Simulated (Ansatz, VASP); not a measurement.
# PbSe (Clausthalite): VASP beside Ansatz

The input INCAR:

```
SYSTEM = PbSe
PREC = Accurate ; ENCUT = 520
EDIFF = 1E-6 ; ISMEAR = -1
SIGMA = 0.05 ; LREAL = .FALSE.
LASPH = .TRUE. ; NELM = 60
ALGO = Normal ; ISIF = 2
LWAVE = .FALSE. ; LCHARG = .FALSE.
GGA = PS ; NBANDS = 17
```

File KPOINTS:

```
Automatic mesh
0
G
  8 8 8
  0 0 0
```

POSCAR

```
PbSe
1.0
    0.0000000000      3.0401081059      3.0401081059
    3.0401081059      0.0000000000      3.0401081059
    3.0401081059      3.0401081059      0.0000000000
Pb Se
1 1
Direct
    0.0000000000      0.0000000000      0.0000000000
    0.5000000000      0.5000000000      0.5000000000
```

The input input.yaml:

```yaml
crystal:
  lattice:
    - [0.0, 3.0401081059, 3.0401081059]
    - [3.0401081059, 0.0, 3.0401081059]
    - [3.0401081059, 3.0401081059, 0.0]
  atoms:
    - { symbol: Pb, position: [0.0, 0.0, 0.0] }
    - { symbol: Se, position: [0.5, 0.5, 0.5] }
hamiltonian:
  xc: pbesol
  pseudopotentials: { kind: paw }
kpoints:
  mp_grid: { grid: [8, 8, 8] }
scf:
  occupations: { method: fermi_dirac, width: 0.05 }
output:
  forces: true
  stress: true
  eigenvalues: true
```

Alike in both runs: task single point; functional PBEsol; k mesh 8 × 8 × 8; occupations fermi-dirac, width 0.05 eV; no spin polarisation.

|  | VASP | Ansatz |
| --- | --- | --- |
| version | VASP 6.6.1 | Ansatz 0.2.0 |
| potentials or method | VASP PAW PBE potentials, release 64 (Pb_d, Se) | Ansatz PAW |
| plane-wave cutoff (eV) | 520 | 420 |
| valence electrons in the cell | 20 | 30 |

|  | VASP | Ansatz | Ansatz less VASP |
| --- | --- | --- | --- |
| gap on the k mesh at the Fermi level (eV) | 0.13 | 0.13 | -0.004 |
| least direct gap on the mesh (eV) | 0.13 | 0.13 | -0.004 |
| pressure (GPa) | 0.6 | 0.6 | +0.01 |

The functional is the same, so the differences come from potentials, cutoffs and numerics. The two sets of potentials don't hold the same shells in valence.

Caveats: spin-orbit coupling is left out, which as a rule narrows the gap of such compounds by several tenths of an eV; the PAW data sets were made with another functional, which shifts forces and pressure a little (VASP); the PAW data sets come from PBE, with cores solved anew for the run's functional, which leaves a small shift of forces and pressure (Ansatz).
